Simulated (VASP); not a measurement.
Set up this calculation in VASP 6.6.1, as the native input.

- Task: band structure
- Functional: PBE
- Dispersion: D3(BJ)
- Potentials or basis: VASP PAW PBE potentials, release 64 (Se, W_sv)
- Cutoff: 520 eV
- k mesh: 12 × 12 × 1
- Occupations: gaussian, width 0.03 eV
- Spin: no spin polarisation
- Dipole correction: yes
- Further INCAR settings: ALGO = Normal; EDIFF = 1e-07; NBANDS = 35

The structure of WSe2 lies in POSCAR:

```
WSe2                                    
1.0
    3.2843558668      0.0000000000      0.0000000000
   -1.6421779335      2.8443356173      0.0000000000
    0.0000000000      0.0000000000     27.8312600000
  Se              W             
     4     2
Direct
     0.3333333300000021    0.6666666699999979    0.3242880108040018
     0.3333333300000021    0.6666666699999979    0.4454742842781916
     0.6666666699999979    0.3333333300000021    0.5545257157218084
     0.6666666699999979    0.3333333300000021    0.6757119891959982
     0.6666666699999979    0.3333333300000021    0.3848919392514666
     0.3333333300000021    0.6666666699999979    0.6151080607485334
```

One way to write it, as run:

INCAR

```
SYSTEM = WSe2
  PREC = Accurate
  ENCUT = 520
  EDIFF = 1E-7
  ISMEAR = 0
  SIGMA = 0.03
  LREAL = .False.
  LASPH = .True.
  NELM = 80
  ALGO = Normal
  ISIF = 2
  LWAVE = .False.
  LCHARG = .False.
  LMAXMIX = 4
  LDIPOL = .True.
  IDIPOL = 3
  DIPOL = 0.5 0.5 0.500
  GGA = PE
  IVDW = 12
  NBANDS = 35
  LVHAR = .True.
  LVACPOTAV = .True.
  KPAR = 4
```

KPOINTS

```
Automatic mesh
0
Gamma
  12 12 1
  0 0 0
```

KPOINTS_OPT

```
explicit points
67
Reciprocal
 0.0000000000  0.0000000000  0.0000000000 1
 0.0357142900  0.0000000000  0.0000000000 1
 0.0714285700  0.0000000000  0.0000000000 1
 0.1071428600  0.0000000000  0.0000000000 1
 0.1428571400  0.0000000000  0.0000000000 1
 0.1785714300  0.0000000000  0.0000000000 1
 0.2142857100  0.0000000000  0.0000000000 1
 0.2500000000  0.0000000000  0.0000000000 1
 0.2857142900  0.0000000000  0.0000000000 1
 0.3214285700  0.0000000000  0.0000000000 1
 0.3571428600  0.0000000000  0.0000000000 1
 0.3928571400  0.0000000000  0.0000000000 1
 0.4285714300  0.0000000000  0.0000000000 1
 0.4642857100  0.0000000000  0.0000000000 1
 0.5000000000  0.0000000000  0.0000000000 1
 0.4791666700  0.0416666700  0.0000000000 1
 0.4583333300  0.0833333300  0.0000000000 1
 0.4375000000  0.1250000000  0.0000000000 1
 0.4166666700  0.1666666700  0.0000000000 1
 0.3958333300  0.2083333300  0.0000000000 1
 0.3750000000  0.2500000000  0.0000000000 1
 0.3541666700  0.2916666700  0.0000000000 1
 0.3333333300  0.3333333300  0.0000000000 1
 0.3137254900  0.3137254900  0.0000000000 1
 0.2941176500  0.2941176500  0.0000000000 1
 0.2745098000  0.2745098000  0.0000000000 1
 0.2549019600  0.2549019600  0.0000000000 1
 0.2352941200  0.2352941200  0.0000000000 1
 0.2156862700  0.2156862700  0.0000000000 1
 0.1960784300  0.1960784300  0.0000000000 1
 0.1764705900  0.1764705900  0.0000000000 1
 0.1568627500  0.1568627500  0.0000000000 1
 0.1372549000  0.1372549000  0.0000000000 1
 0.1176470600  0.1176470600  0.0000000000 1
 0.0980392200  0.0980392200  0.0000000000 1
 0.0784313700  0.0784313700  0.0000000000 1
 0.0588235300  0.0588235300  0.0000000000 1
 0.0392156900  0.0392156900  0.0000000000 1
 0.0196078400  0.0196078400  0.0000000000 1
 0.0000000000  0.0000000000  0.0000000000 1
 0.0000000000  0.0000000000  0.0000000000 1
 0.0062834400 -0.0031417200  0.0000000000 1
-0.0062834400  0.0031417200  0.0000000000 1
 0.0183266900 -0.0091633500  0.0000000000 1
-0.0183266900  0.0091633500  0.0000000000 1
-0.0000000000  0.0054416200  0.0000000000 1
 0.0000000000 -0.0054416200  0.0000000000 1
-0.0000000000  0.0158713800  0.0000000000 1
 0.0000000000 -0.0158713800  0.0000000000 1
 0.5000000000  0.0000000000  0.0000000000 1
 0.5062834400 -0.0031417200  0.0000000000 1
 0.4937165600  0.0031417200  0.0000000000 1
 0.5183266900 -0.0091633500  0.0000000000 1
 0.4816733100  0.0091633500  0.0000000000 1
 0.5000000000  0.0054416200  0.0000000000 1
 0.5000000000 -0.0054416200  0.0000000000 1
 0.5000000000  0.0158713800  0.0000000000 1
 0.5000000000 -0.0158713800  0.0000000000 1
 0.3333333300  0.3333333300  0.0000000000 1
 0.3396167700  0.3301916100  0.0000000000 1
 0.3270498900  0.3364750500  0.0000000000 1
 0.3516600200  0.3241699800  0.0000000000 1
 0.3150066400  0.3424966800  0.0000000000 1
 0.3333333300  0.3387749500  0.0000000000 1
 0.3333333300  0.3278917100  0.0000000000 1
 0.3333333300  0.3492047100  0.0000000000 1
 0.3333333300  0.3174619500  0.0000000000 1
```

Potentials or basis: VASP PAW PBE potentials, release 64 (Se, W_sv).

Run with:

```sh
$ cat potpaw_PBE.64/Se/POTCAR potpaw_PBE.64/W_sv/POTCAR > POTCAR
$ mpirun -np 4 vasp_std > vasp.out
```

Results of the run:

- Largest force: 0.005 eV/Å
- Band gap on the k mesh: 1.28 eV, indirect (least direct gap 1.62 eV)
- Band gap along the path: 1.26 eV, indirect (least direct gap 1.62 eV)
- Dispersion energy per atom: -0.403 eV
- Ionisation potential of the upper face: 4.92 eV

Caveat: spin-orbit coupling is left out, which moves the levels of the heavy elements.

Run time: 4.4 min on 4 MPI ranks on AMD EPYC 7R13 Processor (Zen 3), with other jobs on the host, peak memory 0.5 GiB a rank.
